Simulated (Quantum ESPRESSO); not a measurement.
## HfN: phonons with PBEsol

HfN:

```
Hf N
1.0
     0.00000    2.25600    2.25600
     2.25600    0.00000    2.25600
     2.25600    2.25600    0.00000
Hf N
1 1
Direct
  0.00000 0.00000 0.00000
  0.50000 0.50000 0.50000
```

```json
{"Program": "Quantum ESPRESSO 7.5", "Task": "phonons", "Functional": "PBEsol", "Potentials or basis": "PseudoDojo 0.4.1 SR PBEsol standard", "Cutoff": "1143 eV", "Density cutoff": "4572 eV", "k mesh": "8 × 8 × 8", "Occupations": "cold, width 0.2 eV", "Spin": "no spin polarisation", "Mixing beta": "0.5", "Most SCF iterations": "120", "SCF threshold": "4e-10 Ry"}
```

```json
{
  "Relaxed volume": "11.38 Å³/atom",
  "Relaxed cell": "a = 3.181 Å, b = 3.181 Å, c = 3.181 Å, α = 60.00°, β = 60.00°, γ = 60.00°",
  "Space group after relaxing (to 0.05 Å)": "Fm-3m (No. 225)",
  "Pressure after relaxing": "0.0 GPa",
  "Band gap on the k mesh": "none (metal or under the smearing width)",
  "Highest phonon frequency at Γ": "503 cm⁻¹"
}
```

The path:
```tsv
step	energy change (eV)	largest force (eV/Å)	pressure (GPa)	volume (Å³)
1	0.0000	0.0000	-2.60	22.96
2	-0.0014	0.0000	1.18	22.66
3	-0.0017	0.0000	-0.02	22.75
4	-0.0017	0.0000	0.01	22.75
```

Final structure:
```
Hf N
1.0
     0.00000    2.24904    2.24904
     2.24904    0.00000    2.24904
     2.24904    2.24904    0.00000
Hf N
1 1
Direct
  0.00000 0.00000 0.00000
  0.50000 0.50000 0.50000
```

Levels at points of the mesh, in eV from the Fermi level:
```tsv
k point	band 7	band 8	band 9	band 10	band 11	band 12
(0.00, 0.00, 0.00)	-2.99	-2.99	-0.39	-0.39	-0.39	1.90
(0.00, 0.00, -0.50)	-6.27	-6.27	3.32	3.76	3.76	4.48
(0.00, -0.50, -0.50)	-3.91	-3.67	-3.67	4.16	5.64	5.64
```

Phonon frequencies in cm⁻¹ (negative: imaginary):
| q point | frequencies |
| --- | --- |
| (0.000, 0.000, 0.000) | -8 -8 -8 503 503 503 |

Optical modes at Γ, degenerate ones joined:
| cm⁻¹ | components | symmetry | active in |
| --- | --- | --- | --- |
| 503 | 3 | T1u | IR |

Wall time 2.2 min on 1 thread of Intel(R) Xeon(R) 6975P-C (Granite Rapids) (shared host), peak memory 0.07 GiB.

Caveat: the mesh is thin for the phonons of a metal. Spin-orbit coupling is left out, which matters for the levels of Hf.
